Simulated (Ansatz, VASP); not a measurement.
**CoO in VASP and in Ansatz**

The input INCAR:

```
SYSTEM = CoO
  PREC = Accurate
  ENCUT = 520
  EDIFF = 1E-6
  ISMEAR = 0
  SIGMA = 0.05
  LREAL = .False.
  LASPH = .True.
  NELM = 150
  ALGO = Normal
  ISIF = 2
  LWAVE = .False.
  LCHARG = .True.
  ISPIN = 2
  MAGMOM = 3 0
  LORBIT = 11
  LMAXMIX = 4
  GGA = PE
  LELF = .True.
  LVHAR = .True.
  NBANDS = 18
```

File KPOINTS:

```
Automatic mesh
0
Gamma
  14 14 14
  0 0 0
```

File POSCAR:

```
CoO
1.0
    0.0000000000      2.1315000000      2.1315000000
    2.1315000000      0.0000000000      2.1315000000
    2.1315000000      2.1315000000      0.0000000000
Co O
1 1
Direct
    0.0000000000      0.0000000000      0.0000000000
    0.5000000000      0.5000000000      0.5000000000
```

Input for Ansatz:

```yaml
crystal:
  lattice:
    - [0.0, 2.1315, 2.1315]
    - [2.1315, 0.0, 2.1315]
    - [2.1315, 2.1315, 0.0]
  atoms:
    - { symbol: Co, position: [0.0, 0.0, 0.0], spin: 3.0 }
    - { symbol: O, position: [0.5, 0.5, 0.5] }
basis:
  ecutwfc: 420
  ecutrho_ratio: 4
kpoints:
  mp_grid: { grid: [14, 14, 14] }
hamiltonian:
  xc: pbe
scf:
  occupations: { method: gaussian, width: 0.05 }
output:
  forces: true
  stress: true
  eigenvalues: true
  populations: true
magnetization:
  spin_polarized: true
```

Alike in both runs: task single point; functional PBE; k mesh 14 × 14 × 14; occupations gaussian, width 0.05 eV; collinear spin.

|  | VASP | Ansatz |
| --- | --- | --- |
| version | VASP 6.6.1 | Ansatz 0.2.0 |
| potentials or method | VASP PAW PBE potentials, release 64 (Co, O) | scalar-relativistic, plane waves, PAW |
| plane-wave cutoff (eV) | 520 | 420 |
| valence electrons in the cell | 15 | 23 |

```tsv
	VASP	Ansatz	Ansatz less VASP
gap on the k mesh at the Fermi level (eV)	none	none	-
pressure (GPa)	-2.1	-1.7	+0.44
net moment per atom (μB)	1.47	1.49	+0.012
size of the moment on the site where the two differ most (μB)	2.58	2.52	-0.063
```

Site moments also hang on the region over which each program counts them. A gap of «none» marks a metal or a gap that the smearing closes. The two sets of potentials don't hold the same shells in valence.

Caveats: a cell with one magnetic atom can't hold antiferromagnetic order, which such compounds often take; semilocal functionals often make such compounds metallic where correlation or magnetic order opens a gap, which also shifts bond lengths.
